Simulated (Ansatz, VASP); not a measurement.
# One calculation of Al, two programs

File INCAR:

```
SYSTEM = Al
PREC = Accurate ; ENCUT = 520
EDIFF = 1E-7 ; ISMEAR = -1
SIGMA = 0.03 ; LREAL = .False.
LASPH = .True. ; NELM = 60
ALGO = Normal ; ISIF = 2
LWAVE = .False. ; LCHARG = .False.
NBANDS = 8
```

KPOINTS

```
regular mesh
0
Gamma
  17 17 17
  0 0 0
```

The input POSCAR:

```
Al
1.0
    0.0000000000      2.0239800000      2.0442198000
    2.0239800000      0.0000000000      2.0442198000
    2.0239800000      2.0239800000      0.0000000000
Al
1
Direct
    0.0000000000      0.0000000000      0.0000000000
```

Input for Ansatz:

```yaml
crystal:
  lattice:
    - [0.0, 2.02398, 2.0442198]
    - [2.02398, 0.0, 2.0442198]
    - [2.02398, 2.02398, 0.0]
  atoms:
    - { symbol: Al, position: [0.0, 0.0, 0.0] }
kpoints:
  mp_grid: { grid: [17, 17, 17] }
  band_path:
    path:
      - [0.0, 0.0, 0.0]
      - [0.0, 0.5, 0.5]
      - [0.25, 0.75, 0.5]
      - [0.0, 0.5, 0.0]
      - [0.0, 0.0, 0.0]
      - [0.5, 0.5, 0.0]
      - [0.3725370062, 0.6274629938, 0.0]
      - [-0.3725370062, 0.3725370062, 0.0]
      - [0.0, 0.0, 0.0]
    npoints: 5
scf:
  occupations: { method: fermi_dirac, width: 0.03 }
hamiltonian:
  xc: lda
  pseudopotentials: { kind: all_electron, lapw: { basis_error: 0.0005 } }
output:
  forces: true
  stress: true
  eigenvalues: true
```

Change from the starting cell: zz strain of +1 %.

Alike in both runs: task single point; functional LDA; k mesh 17 × 17 × 17; occupations fermi-dirac, width 0.03 eV; no spin polarisation.

|  | VASP | Ansatz |
| --- | --- | --- |
| version | VASP 6.6.1 | Ansatz 0.2.0 |
| potentials or method | VASP PAW LDA potentials, release 64 (Al) | all-electron LAPW, scalar-relativistic |
| plane-wave cutoff (eV) | 520 | see its input |

```csv
,VASP,Ansatz,Ansatz less VASP
pressure (GPa),-4.3,-4.3,-0.02
largest component of the traceless stress (GPa),0.08,0.09,+0.004
```

Ansatz ran all-electron here, so the differences hold the error of VASP's frozen core and of both bases.
